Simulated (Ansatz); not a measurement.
CoO:

```
CELL_PARAMETERS angstrom
1.60222 0.92504 2.56647
-1.60222 0.92504 2.56647
0.00000 -1.85008 2.56647
ATOMIC_POSITIONS crystal
Co 0.99898 0.99898 0.99898
O 0.75102 0.75102 0.75102
```

Measurements of this composition are mostly on another form, of space group No. 225.

```yaml
Program: Ansatz 0.2.0
Task: relaxation of cell and atoms
Functional: PBEsol
Dispersion: D3(BJ)
Potentials_or_basis: all-electron LAPW, scalar-relativistic
Basis_error_allowed: 0.001 eV/atom
k_mesh: 7 × 7 × 7
Occupations: fermi-dirac, width 0.05 eV
Spin: collinear spin, ferromagnetic start
Starting_moments: "[2.0, 0.0] μB"
```

At the start: volume 11.41 Å³/atom.

Question: Where does the relaxation end?

Answer: Over 9 steps the energy falls by 47.9 meV/atom and the volume is 10.18 Å³/atom (-10.8 %); space group F-43m (No. 216, to 0.05 Å); moment 1.96 μB per cell.

Step by step:
```csv
step,energy change (eV),largest force (eV/Å),volume (Å³)
1,0.0000,0.2275,22.82
2,-0.0448,0.1716,22.06
3,-0.0919,0.0474,20.75
4,-0.0919,0.0240,20.00
5,-0.0953,0.0343,20.44
6,-0.0958,0.0110,20.37
7,-0.0959,0.0031,20.36
8,-0.0959,0.0001,20.36
9,-0.0959,0.0000,20.36
```

Final structure:
```xyz
2
Lattice="1.5325 0.8848 2.5025 -1.5325 0.8848 2.5025 0.0000 -1.7696 2.5025" Properties=species:S:1:pos:R:3 pbc="T T T"
Co    0.0000    0.0000    7.5075
O     0.0000    0.0000    5.6306
```

Caveat: the k mesh is thin for a metal, which can move the energy by tens of meV per atom; a cell with one magnetic atom can't hold antiferromagnetic order, which such compounds often take.
